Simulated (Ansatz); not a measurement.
Two Ansatz runs on InP

The cell is COD entry 1010146, as deposited and not checked against the literature; nothing was relaxed. It is an old determination, and later ones may differ.

First run: DFT, PBE, PAW with Ansatz's default frozen-core files, scalar-relativistic (Ansatz 0.2.0).

Command: `ansatz run input.yaml --threads 1 --pin off --max-ram 2048MiB --backend cpu --events-out ev --progress --plain --runs-dir out` The run took 8.9 s on 1 thread of Arm Neoverse V2, on a shared host, peak memory 0.42 GiB.

```yaml
crystal:
  lattice:
    - [0.0, 2.9305, 2.9305]
    - [2.9305, 0.0, 2.9305]
    - [2.9305, 2.9305, 0.0]
  atoms:
    - { symbol: In, position: [0.0, 0.0, 0.0] }
    - { symbol: P, position: [0.75, 0.75, 0.75] }
kpoints:
  mp_grid: { grid: [15, 15, 15] }
scf:
  occupations: { method: fermi_dirac, width: 0.03 }
hamiltonian:
  xc: pbe
  pseudopotentials: { kind: paw }
output:
  forces: true
  stress: true
  eigenvalues: true
  efg: { contact_densities: true }
```

Result: converged; pressure 3.35 GPa; gap on the k mesh 0.72 eV (the mesh can miss the band edges); 6 SCF iterations.

No spin–orbit coupling, which matters for the heavy atoms here.

The input is then changed:

```diff
@@ -8,5 +8,5 @@
     - { symbol: P, position: [0.75, 0.75, 0.75] }
 kpoints:
-  mp_grid: { grid: [15, 15, 15] }
+  mp_grid: { grid: [15, 15, 15], shift: [0.5, 0.5, 0.5] }
 scf:
   occupations: { method: fermi_dirac, width: 0.03 }
@@ -14,4 +14,5 @@
   xc: pbe
   pseudopotentials: { kind: paw }
+  dispersion: d3bjatm
 output:
   forces: true
@@ -19,3 +20,7 @@
   eigenvalues: true
   efg: { contact_densities: true }
+  write_density: true
+  write_potential: true
+  elf: true
+  volumetric_format: npy
```

(1) What does the second run give?

Answers

(1) It converged; pressure 1.32 GPa; gap on the k mesh 0.92 eV (the mesh can miss the band edges); 6 SCF iterations.
